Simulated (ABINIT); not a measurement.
# TaN (P4_2/mmc) in ABINIT: single point with LDA

Aim: the single point of TaN with LDA.

Everything below comes from runs of ABINIT 10.8.3 (patched build). Logs are shortened: lines on timing, memory, paths and dates and some standing lists are left out, and cuts for length are marked. The log counts tension as positive stress, the text compression.

## Step 1: The cell of the first run

It takes space group P4_2/mmc (No. 131, tetragonal). The conventional cell has a = 3.614 Å, b = 3.614 Å, c = 4.499 Å, α = 90.00°, β = 90.00°, γ = 90.00°. Around Ta (site symmetry mmm) lie 4 N at 2.13 Å. N (site symmetry -4m2) has 4 Ta at 2.13 Å and 2 N at 2.25 Å as nearest neighbours.

The cell comes from a database or a generator and needn't be the stable form of this composition.

## Step 2: Single point, LDA (cell squeezed)

Contents of run.abi:

```
pp_dirpath "./"
pseudos "Ta.LDA_PW-JTH.xml, N.LDA_PW-JTH.xml"

acell 6.8285893454 6.8285893454 8.5016097343
rprim
     1.0000000000     0.0000000000     0.0000000000
     0.0000000000     1.0000000000     0.0000000000
     0.0000000000     0.0000000000     1.0000000000
ntypat 2
znucl 73 7
natom 4
typat 1 1 2 2
xred
     0.0000000000     0.5000000000     0.0000000000
     0.5000000000     0.0000000000     0.5000000000
     0.0000000000     0.0000000000     0.2500000000
     0.0000000000     0.0000000000     0.7500000000
chkprim 0
chksymtnons 0
tolsym 1.0e-6

ecut 707.496042 eV
pawecutdg 48.0

kptopt 1
ngkpt 5 5 4
nshiftk 1
shiftk 0.0 0.0 0.0

ixc 7

nband 22
occopt 3
tsmear 0.00183747

nstep 100
tolvrs 1.0e-9

iomode 3
prtwf 0
prtden 0
prteig 0
prtebands 0
```

Potentials or basis: JTH PAW LDA v2.0.

Command:

```
> abinit run.abi > log 2>&1
```

run.abo:

```text
.Version 10.8.3 of ABINIT
 Symmetries : space group P4_2/m m c (#131); Bravais tP (primitive tetrag.)
================================================================================
 Values of the parameters that define the memory need of the present run
     intxc =       0    ionmov =       0      iscf =      17    lmnmax =      18
     lnmax =       6     mgfft =      40  mpssoang =       3    mqgrid =    3001
     natom =       4  nloc_mem =       2    nspden =       1   nspinor =       1
    nsppol =       1      nsym =      16    n1xccc =       1    ntypat =       2
    occopt =       3   xclevel =       1
       mpw =        2527          nfft =       40960          nkpt =          18
 PAW method is used; the additional fine FFT grid is defined by:
   mgfftf=        54    nfftf =    109350
================================================================================
================================================================================

--------------------------------------------------------------------------------
------------- Echo of variables that govern the present computation ------------
--------------------------------------------------------------------------------
 -outvars: echo values of preprocessed input variables --------
            acell      6.8285893454E+00  6.8285893454E+00  8.5016097343E+00 Bohr
              amu      1.80947900E+02  1.40067400E+01
          chkprim           0
      chksymtnons           0
             ecut      2.60000000E+01 Hartree
              ixc           7
         kptrlatt        5    0    0      0    5    0      0    0    4
          kptrlen      3.40064389E+01
            natom           4
            nband          22
            ngfft          32      32      40
          ngfftdg          45      45      54
             nkpt          18
            nstep         100
             nsym          16
           ntypat           2
           occopt           3
        pawecutdg      4.80000000E+01 Hartree
           prtden           0
        prtebands           0
           prteig           0
            prtwf           0
          spgroup         131
           tolsym      1.00000000E-06
           tolvrs      1.00000000E-09
           tsmear      1.83747000E-03 Hartree
            typat      1  1  2  2
           useylm           1
           xangst      0.0000000000E+00  1.8067669309E+00  0.0000000000E+00
                       1.8067669309E+00  0.0000000000E+00  2.2494290622E+00
                       0.0000000000E+00  0.0000000000E+00  1.1247145311E+00
                       0.0000000000E+00  0.0000000000E+00  3.3741435932E+00
            xcart      0.0000000000E+00  3.4142946727E+00  0.0000000000E+00
                       3.4142946727E+00  0.0000000000E+00  4.2508048671E+00
                       0.0000000000E+00  0.0000000000E+00  2.1254024336E+00
                       0.0000000000E+00  0.0000000000E+00  6.3762073007E+00
             xred      0.0000000000E+00  5.0000000000E-01  0.0000000000E+00
                       5.0000000000E-01  0.0000000000E+00  5.0000000000E-01
                       0.0000000000E+00  0.0000000000E+00  2.5000000000E-01
                       0.0000000000E+00  0.0000000000E+00  7.5000000000E-01
            znucl       73.00000    7.00000

================================================================================

 chkinp: Checking input parameters for consistency.

================================================================================
== DATASET  1 ==================================================================

--- !DatasetInfo
iteration_state: {dtset: 1, }
dimensions: {natom: 4, nkpt: 18, mband: 22, nsppol: 1, nspinor: 1, nspden: 1, mpw: 2527, }
cutoff_energies: {ecut:  26.0, pawecutdg:  48.0, }
electrons: {nelect:   3.60000000E+01, charge:   0.00000000E+00, occopt:   3.00000000E+00, tsmear:   1.83747000E-03, }
meta: {optdriver: 0, ionmov: 0, optcell: 0, iscf: 17, paral_kgb: 0, }
...

 Exchange-correlation functional for the present dataset will be:
  LDA: Perdew-Wang 92 LSD fit to Ceperley-Alder data - ixc=7
  J.P.Perdew and Y.Wang, PRB 45, 13244 (1992)

 Real(R)+Recip(G) space primitive vectors, cartesian coordinates (Bohr,Bohr^-1):
 R(1)=  6.8285893  0.0000000  0.0000000  G(1)=  0.1464431  0.0000000  0.0000000
 R(2)=  0.0000000  6.8285893  0.0000000  G(2)=  0.0000000  0.1464431  0.0000000
 R(3)=  0.0000000  0.0000000  8.5016097  G(3)=  0.0000000  0.0000000  0.1176248
 Unit cell volume ucvol=  3.9642694E+02 bohr^3
 Angles (23,13,12)=  9.00000000E+01  9.00000000E+01  9.00000000E+01 degrees

 Coarse grid specifications (used for wave-functions):

 getcut: wavevector=  0.0000  0.0000  0.0000  ngfft=  32  32  40
         ecut(hartree)=     26.000   => boxcut(ratio)=   2.04158

 Fine grid specifications (used for densities):

 getcut: wavevector=  0.0000  0.0000  0.0000  ngfft=  45  45  54
         ecut(hartree)=     48.000   => boxcut(ratio)=   2.03661

--- Pseudopotential description ------------------------------------------------
- pspini: atom type   1  psp file is ./Ta.LDA_PW-JTH.xml
 Pseudopotential format is: paw10
 basis_size (lnmax)=  6 (lmn_size= 18), orbitals=   0   0   1   1   2   2
 Spheres core radius: rc_sph= 2.41973345
 Shapefunction is SIN type: shapef(r)=[sin(pi*r/rshp)/(pi*r/rshp)]**2
 Radius for shape functions =  2.11065461
 Compensation charge density is not taken into account in XC energy/potential

- pspini: atom type   2  psp file is ./N.LDA_PW-JTH.xml
 Pseudopotential format is: paw10
 basis_size (lnmax)=  4 (lmn_size=  8), orbitals=   0   0   1   1
 Spheres core radius: rc_sph= 1.20497474
 Shapefunction is SIN type: shapef(r)=[sin(pi*r/rshp)/(pi*r/rshp)]**2
 Radius for shape functions =  1.00243812
 Compensation charge density is not taken into account in XC energy/potential

   5.66675430E+03                                ecore*ucvol(ha*bohr**3)
--------------------------------------------------------------------------------

================================================================================

--- !BeginCycle
iteration_state: {dtset: 1, }
solver: {iscf: 17, nstep: 100, nline: 4, wfoptalg: 10, }
tolerances: {tolvrs: 1.00E-09, }
...

     iter   Etot(hartree)      deltaE(h)  residm     nres2
 ETOT  1  -134.12265970217    -1.341E+02 9.750E+00 2.149E+01
 ETOT  2  -139.30722596588    -5.185E+00 1.794E-01 2.520E+02
 ETOT  3  -138.89748889469     4.097E-01 2.944E-02 1.088E+02
 ETOT  4  -138.94439234244    -4.690E-02 1.042E-02 1.208E+02
 ETOT  5  -138.91055815195     3.383E-02 4.708E-03 1.098E+02
 ETOT  6  -138.59813171609     3.124E-01 1.938E-02 4.734E+00
 ETOT  7  -138.61363675466    -1.551E-02 2.427E-03 5.091E+00
 ETOT  8  -138.60706486247     6.572E-03 2.213E-03 2.155E+00
 ETOT  9  -138.60732920299    -2.643E-04 2.687E-03 2.514E+00
 ETOT 10  -138.60292412397     4.405E-03 1.869E-03 9.986E-01
 ETOT 11  -138.60271915355     2.050E-04 1.324E-03 7.436E-01
 ETOT 12  -138.60133120688     1.388E-03 1.886E-04 6.153E-02
 ETOT 13  -138.60155107539    -2.199E-04 5.584E-04 1.208E-01
 ETOT 14  -138.60136122826     1.898E-04 6.221E-05 3.009E-02
 ETOT 15  -138.60133201054     2.922E-05 1.541E-04 1.009E-02
 ETOT 16  -138.60131468069     1.733E-05 3.180E-05 6.400E-05
 ETOT 17  -138.60131532371    -6.430E-07 4.139E-05 3.456E-05
 ETOT 18  -138.60131525847     6.524E-08 1.649E-05 1.340E-06
 ETOT 19  -138.60131526255    -4.078E-09 2.175E-05 2.309E-07
 ETOT 20  -138.60131526257    -1.998E-11 9.283E-06 1.540E-07
 ETOT 21  -138.60131526235     2.111E-10 1.224E-05 1.012E-08
 ETOT 22  -138.60131526234     1.612E-11 8.805E-06 1.406E-09
 ETOT 23  -138.60131526234     2.927E-12 6.693E-06 2.422E-11

 At SCF step   23       nres2   =  2.42E-11 < tolvrs=  1.00E-09 =>converged.

 Cartesian components of stress tensor (hartree/bohr^3)
  sigma(1 1)=  1.15660389E-03  sigma(3 2)=  0.00000000E+00
  sigma(2 2)=  1.15660389E-03  sigma(3 1)=  0.00000000E+00
  sigma(3 3)=  1.05675682E-04  sigma(2 1)=  0.00000000E+00

--- !ResultsGS
iteration_state: {dtset: 1, }
comment   : Summary of ground state results
lattice_vectors:
- [  6.8285893,   0.0000000,   0.0000000, ]
- [  0.0000000,   6.8285893,   0.0000000, ]
- [  0.0000000,   0.0000000,   8.5016097, ]
lattice_lengths: [   6.82859,    6.82859,    8.50161, ]
lattice_angles: [ 90.000,  90.000,  90.000, ] # degrees, (23, 13, 12)
lattice_volume:   3.9642694E+02
convergence: {deltae:  2.927E-12, res2:  2.422E-11, residm:  6.693E-06, diffor: null, }
etotal    :  -1.38601315E+02
entropy   :   0.00000000E+00
fermie    :   1.02800985E-01
cartesian_stress_tensor: # hartree/bohr^3
- [  1.15660389E-03,   0.00000000E+00,   0.00000000E+00, ]
- [  0.00000000E+00,   1.15660389E-03,   0.00000000E+00, ]
- [  0.00000000E+00,   0.00000000E+00,   1.05675682E-04, ]
pressure_GPa:  -2.3722E+01
xred      :
- [  0.0000E+00,   5.0000E-01,   0.0000E+00, Ta]
- [  5.0000E-01,   0.0000E+00,   5.0000E-01, Ta]
- [  0.0000E+00,   0.0000E+00,   2.5000E-01,  N]
- [  0.0000E+00,   0.0000E+00,   7.5000E-01,  N]
cartesian_forces: # hartree/bohr
- [ -0.00000000E+00,  -0.00000000E+00,   1.27585690E-31, ]
- [ -0.00000000E+00,  -0.00000000E+00,   1.27585690E-31, ]
- [ -0.00000000E+00,  -0.00000000E+00,  -1.15986991E-32, ]
- [ -0.00000000E+00,  -0.00000000E+00,  -2.43572681E-31, ]
force_length_stats: {min:   1.15986991E-32, max:   2.43572681E-31, mean:   1.27585690E-31, }
...

 Integrated electronic density in atomic spheres:
 ------------------------------------------------
 Atom  Sphere_radius  Integrated_density
    1        2.41973         10.48722328
    2        2.41973         10.48722328
    3        1.20497          2.54434849
    4        1.20497          2.54434849

================================================================================

 ----iterations are completed or convergence reached----

 Mean square residual over all n,k,spin=   45.311E-09; max=  66.933E-07
 reduced coordinates (array xred) for    4 atoms
       0.000000000000      0.500000000000      0.000000000000
       0.500000000000      0.000000000000      0.500000000000
       0.000000000000      0.000000000000      0.250000000000
       0.000000000000      0.000000000000      0.750000000000
 rms dE/dt=  9.7284E-31; max dE/dt=  3.1554E-30; dE/dt below (all hartree)
    1       0.000000000000      0.000000000000      0.000000000000
    2       0.000000000000      0.000000000000      0.000000000000
    3       0.000000000000      0.000000000000      0.000000000000
    4       0.000000000000      0.000000000000      0.000000000000

 cartesian coordinates (angstrom) at end:
    1      0.00000000000000     1.80676693087463     0.00000000000000
    2      1.80676693087463     0.00000000000000     2.24942906216530
    3      0.00000000000000     0.00000000000000     1.12471453108265
    4      0.00000000000000     0.00000000000000     3.37414359324794

 cartesian forces (hartree/bohr) at end:
    1     -0.00000000000000    -0.00000000000000     0.00000000000000
    2     -0.00000000000000    -0.00000000000000     0.00000000000000
    3     -0.00000000000000    -0.00000000000000    -0.00000000000000
    4     -0.00000000000000    -0.00000000000000    -0.00000000000000
 frms,max,avg= 8.7568258E-32 2.4357268E-31   0.000E+00  0.000E+00  0.000E+00 h/b

 cartesian forces (eV/Angstrom) at end:
    1     -0.00000000000000    -0.00000000000000     0.00000000000000
    2     -0.00000000000000    -0.00000000000000     0.00000000000000
    3     -0.00000000000000    -0.00000000000000    -0.00000000000000
    4     -0.00000000000000    -0.00000000000000    -0.00000000000000
 frms,max,avg= 4.5029409E-30 1.2525011E-29   0.000E+00  0.000E+00  0.000E+00 e/A
 length scales=  6.828589345400  6.828589345400  8.501609734300 bohr
              =  3.613533861749  3.613533861749  4.498858124331 angstroms
 Fermi (or HOMO) energy (hartree) =   0.10280   Average Vxc (hartree)=  -0.43179
 Eigenvalues (hartree) for nkpt=  18  k points:
 kpt#   1, nband= 22, wtk=  0.01000, kpt=  0.0000  0.0000  0.0000 (reduced coord)
  -2.43499   -2.43424   -1.20960   -1.20171   -1.20171   -1.19950   -1.19432   -1.19432
  -0.52458   -0.36672   -0.21447   -0.11348   -0.11348   -0.07053   -0.03136   -0.03136
   0.03566    0.10985    0.14973    0.15003    0.17033    0.17033
      occupation numbers for kpt#   1
   2.00000    2.00000    2.00000    2.00000    2.00000    2.00000    2.00000    2.00000
   2.00000    2.00000    2.00000    2.00000    2.00000    2.00000    2.00000    2.00000
   2.00000    0.04221    0.00000    0.00000    0.00000    0.00000
 prteigrs : prtvol=0 or 1, do not print more k-points.

--- !EnergyTerms
iteration_state     : {dtset: 1, }
comment             : Components of total free energy in Hartree
kinetic             :  2.33356820278419E+01
hartree             :  2.51727018009580E+01
xc                  : -2.13913701749869E+01
Ewald energy        : -1.06366785054956E+02
psp_core            :  1.42945742763375E+01
local_psp           : -4.39129372615210E+01
PAW spherical_terms : -2.97326681914473E+01
internal            : -1.38600802577773E+02
'-kT*entropy'       : -5.13171243319094E-04
total_energy        : -1.38601315749017E+02
total_energy_eV     : -3.77153393704766E+03
...

--- !EnergyTermsDC
iteration_state     : {dtset: 1, }
comment             : '"Double-counting" decomposition of free energy'
band_energy         : -2.66495925527063E+01
Ewald energy        : -1.06366785054956E+02
psp_core            :  1.42945742763375E+01
xc_dc               : -3.22997111957593E+01
PAW spherical_terms :  1.24207124359915E+01
internal            : -1.38600802091092E+02
'-kT*entropy'       : -5.13171243319094E-04
total_energy_dc     : -1.38601315262336E+02
total_energy_dc_eV  : -3.77153392380440E+03
...

--- !EnergyTermsWithPAWCore
iteration_state     : {dtset: 1, }
comment             : 'Components of total free energy, including PAW core contributions'
Total energy        : -3.13002987273899E+04
Total energy DC     : -3.13002987269033E+04
Total energy (eV)   : -8.51724518285595E+05
Total energy DC (eV): -8.51724518272352E+05
...

 Cartesian components of stress tensor (hartree/bohr^3)
  sigma(1 1)=  1.15660389E-03  sigma(3 2)=  0.00000000E+00
  sigma(2 2)=  1.15660389E-03  sigma(3 1)=  0.00000000E+00
  sigma(3 3)=  1.05675682E-04  sigma(2 1)=  0.00000000E+00

-Cartesian components of stress tensor (GPa)         [Pressure= -2.3722E+01 GPa]
- sigma(1 1)=  3.40284612E+01  sigma(3 2)=  0.00000000E+00
- sigma(2 2)=  3.40284612E+01  sigma(3 1)=  0.00000000E+00
- sigma(3 3)=  3.10908591E+00  sigma(2 1)=  0.00000000E+00

== END DATASET(S) ==============================================================
================================================================================

 -outvars: echo values of variables after computation  --------
            acell      6.8285893454E+00  6.8285893454E+00  8.5016097343E+00 Bohr
           etotal     -1.3860131526E+02
            fcart     -0.0000000000E+00 -0.0000000000E+00  1.2758569007E-31
                      -0.0000000000E+00 -0.0000000000E+00  1.2758569007E-31
                      -0.0000000000E+00 -0.0000000000E+00 -1.1598699098E-32
                      -0.0000000000E+00 -0.0000000000E+00 -2.4357268105E-31
           strten      1.1566038868E-03  1.1566038868E-03  1.0567568212E-04
                       0.0000000000E+00  0.0000000000E+00  0.0000000000E+00
           xangst      0.0000000000E+00  1.8067669309E+00  0.0000000000E+00
                       1.8067669309E+00  0.0000000000E+00  2.2494290622E+00
                       0.0000000000E+00  0.0000000000E+00  1.1247145311E+00
                       0.0000000000E+00  0.0000000000E+00  3.3741435932E+00
             xred      0.0000000000E+00  5.0000000000E-01  0.0000000000E+00
                       5.0000000000E-01  0.0000000000E+00  5.0000000000E-01
                       0.0000000000E+00  0.0000000000E+00  2.5000000000E-01
                       0.0000000000E+00  0.0000000000E+00  7.5000000000E-01
 Calculation completed.
```

It took 45 s on 1 thread of Arm Neoverse V2, shared host; peak memory 0.12 GiB.

What came out:

```yaml
Free_energy: -3771.5339 eV
Pressure: -23.7 GPa
Band_gap_on_the_k_mesh: none (metal or under the smearing width)
Valence_electrons_inside_the_program's_atomic_spheres: Ta 10.49; N 2.54
```

Levels at points of the mesh, in eV from the Fermi level:
| k point | band 16 | band 17 | band 18 | band 19 | band 20 | band 21 |
| --- | --- | --- | --- | --- | --- | --- |
| (0.00, 0.00, 0.00) | -3.65 | -1.83 | 0.19 | 1.28 | 1.29 | 1.84 |
| (0.00, 0.00, 0.50) | -3.41 | -2.91 | -2.91 | 1.14 | 1.14 | 1.66 |
